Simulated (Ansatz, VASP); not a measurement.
**HfB2: VASP beside Ansatz**

```
CELL_PARAMETERS angstrom
3.12177 0.00000 0.00000
-1.56089 2.70353 0.00000
0.00000 0.00000 3.45630
ATOMIC_POSITIONS crystal
Hf 0.00000 0.00000 0.00000
B 0.33333 0.66667 0.50000
B 0.66667 0.33333 0.50000
```

Alike in both runs: functional PBE; dispersion D3(BJ); k mesh 15 × 15 × 12; occupations gaussian, width 0.1 eV; no spin polarisation.

Ansatz relaxed the structure, and its values are those at the end. VASP's run is a single point on that final structure, the one shown.

|  | VASP | Ansatz |
| --- | --- | --- |
| version | VASP 6.6.1 | Ansatz 0.2.0 |
| potentials or method | VASP PAW PBE potentials, release 64 (Hf_pv, B) | scalar-relativistic, plane waves, PAW |
| plane-wave cutoff (eV) | 520 | 420 |
| valence electrons in the cell | 16 | 32 |

Ansatz gave:

* gap on the k mesh at the Fermi level (eV): none
* pressure (GPa): 0.0

Q: Estimate VASP's values.

A: gap on the k mesh at the Fermi level (eV): none; pressure (GPa): -0.3.

A gap of «none» marks a metal or a gap that the smearing closes. The functional is the same, so the differences come from potentials, cutoffs and numerics. The two sets of potentials don't hold the same shells in valence.

Caveats: pairwise dispersion overbinds metals, which lowers pressure and volume. Spin-orbit coupling is left out, which matters for the levels of Hf.
